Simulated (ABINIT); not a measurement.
Crystal: La2O3.

```
CELL_PARAMETERS angstrom
6.26678 0.00000 0.00000
-3.13339 5.42719 0.00000
0.00000 0.00000 3.29977
ATOMIC_POSITIONS crystal
La 0.66667 0.33333 0.50000
La 0.33333 0.66667 0.50000
O 0.50801 0.00000 0.00000
O 0.00000 0.50801 0.00000
O 0.49199 0.49199 0.00000
```

The cell comes from a database or a generator and needn't be the stable form of this composition.

* Program: ABINIT 10.8.3 (patched build)
* Task: single point
* Functional: PBE
* Potentials or basis: JTH PAW PBE v2.0
* Cutoff: 626 eV
* k mesh: 5 × 5 × 8
* Occupations: fermi-dirac, width 0.05 eV
* Spin: no spin polarisation

On this cell: pressure 2.7 GPa; largest force 0.046 eV/Å; band gap on the k mesh 1.52 eV, indirect (least direct gap 2.02 eV).

The same run follows on a disturbed copy (atoms moved at random, drawn with an rms of 0.05 Å):

```
La O
1.0
     6.26678    0.00000    0.00000
    -3.13339    5.42719    0.00000
     0.00000    0.00000    3.29977
La O
2 3
Direct
  0.66897 0.32898 0.49376
  0.33951 0.66834 0.49097
  0.50190 0.00351 0.00723
  0.99508 0.51806 0.99382
  0.49547 0.48828 0.01203
```

**Question.** What changes?

**Answer.** The energy moves by +14.8 meV/atom; pressure 2.8 GPa; largest force 0.718 eV/Å; band gap on the k mesh 1.55 eV, indirect (least direct gap 2.06 eV).

Forces on the atoms (eV/Å):
```
La  -0.198  0.496  0.165
La  -0.367 -0.217  0.124
O    0.321 -0.483 -0.143
O    0.710 -0.107  0.024
O   -0.466  0.311 -0.170
```

Stress tensor (GPa, compression positive):
```
 2.57 -0.03  0.05
-0.03  4.12  0.09
 0.05  0.09  1.69
```

Caveats: spin-orbit coupling is left out, which moves the levels of the heavy elements; an odd mesh through Γ misses points on the zone boundary, where band edges often lie.
